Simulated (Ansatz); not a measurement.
# A strain series on LiH (zincblende): epitaxial in the plane normal to [111]

LiH (zincblende), relaxed with r2SCAN in the PAW code Ansatz, then strained (epitaxial in the plane normal to [111]; changes of length per length, axes as in the cell below) with the atoms relaxed again within the symmetry that is left. The symmetry is F-43m (No. 216, cubic); a = 4.290 Å in the conventional setting, 9.87 Å³ an atom. Li is surrounded by 4 H at 1.86 Å; H is surrounded by 4 Li at 1.86 Å. The cell comes from a prototype generator: it can be a known phase or a hypothetical one. Spin polarisation is off.

```xyz
2
Lattice="0.0000 2.1451 2.1451 2.1451 0.0000 2.1451 2.1451 2.1451 0.0000" Properties=species:S:1:pos:R:3 pbc="T T T"
Li    0.0000    0.0000    0.0000
H     1.0726    1.0726    1.0726
```

Gaps are the least over each mesh (PBE 10×10×10, r2SCAN 10×10×10, HSE06 8×8×8 when unstrained) and the special points, which keep their unstrained names; stress is the change from the unstrained cell, compression positive.

| strain (%) | free normal strain (%) | gap, PBE (eV) | gap, r2SCAN (eV) | gap, HSE06 (eV) | edges, HSE06 | in-plane stress, r2SCAN (GPa) | energy rise, r2SCAN (meV/atom) |
| --- | --- | --- | --- | --- | --- | --- | --- |
| 0.0 | 0.00 | 4.196 | 4.719 | 5.245 | W → L | 0.00 | 0.0 |
| +3.0 | -0.64 | 4.067 | 4.583 | 5.104 | (0.260, -1/2, -0.266) → L | -1.98 | 3.6 |
| +3.17 | -0.69 | 4.068 | 4.583 | 5.104 | W → L | -2.07 | 4.1 |
| +5.67 | -1.31 | 3.964 | 4.471 | 4.993 | W → L | -3.38 | 12.6 |

Where an edge lies off the special points, it is a point of the mesh or the k point where a search put PBE's edge or least direct gap, reused for the other functionals, whose own edges may lie a little apart.

Coordinates of k points refer to the reciprocal vectors of the primitive cell of the runs.

The meshes of the hybrids are coarse, so their gaps aren't converged to the digits shown.
